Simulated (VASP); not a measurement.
**TiN (Osbornite): relaxation of cell and atoms with PBEsol**

The system is TiN (Osbornite).

```
Ti N
1.0
     0.00000    2.10294    2.10294
     2.10294    0.00000    2.10294
     2.10294    2.10294    0.00000
Ti N
1 1
Direct
  0.00000 0.00000 0.00000
  0.50000 0.50000 0.50000
```

| Quantity | Value |
| --- | --- |
| Program | VASP 6.6.1 |
| Task | relaxation of cell and atoms |
| Functional | PBEsol |
| Potentials or basis | VASP PAW PBE potentials, release 64 (Ti_sv, N) |
| Cutoff | 600 eV |
| k mesh | 16 × 16 × 16 |
| Occupations | methfessel-paxton, width 0.1 eV |
| Spin | no spin polarisation |
| Further INCAR settings | ALGO = Normal; EDIFF = 1e-07; IBRION = 2; EDIFFG = -0.005; NSW = 90; ISIF = 3 |

| Property | Result |
| --- | --- |
| Pressure after relaxing | 0.0 GPa |
| Band gap on the k mesh | none (metal or under the smearing width) |

Final structure:
```
Ti N
1.0
     0.00000    2.10294    2.10294
     2.10294    0.00000    2.10294
     2.10294    2.10294    0.00000
Ti N
1 1
Direct
  0.00000 0.00000 0.00000
  0.50000 0.50000 0.50000
```

Levels at points of the mesh, in eV from the Fermi level:
```csv
k point,band 6,band 7,band 8,band 9,band 10,band 11,band 12
"(0.00, 0.00, 0.00)",-2.06,-2.06,-2.06,-0.66,-0.66,-0.66,0.58
"(0.50, 0.00, 0.00)",-8.28,-5.63,-5.63,1.76,1.76,2.47,5.97
"(0.50, 0.50, 0.00)",-5.91,-3.26,-3.26,-3.24,1.70,2.50,2.50
```

Run time: 40 s on 1 thread of Intel(R) Xeon(R) Platinum 8375C CPU @ 2.90GHz (Ice Lake), on a shared host, peak memory 0.17 GiB.

Caveat: the relaxation stopped at its first step, so nothing moved; the PAW data sets were made with another functional, which shifts forces and pressure a little.
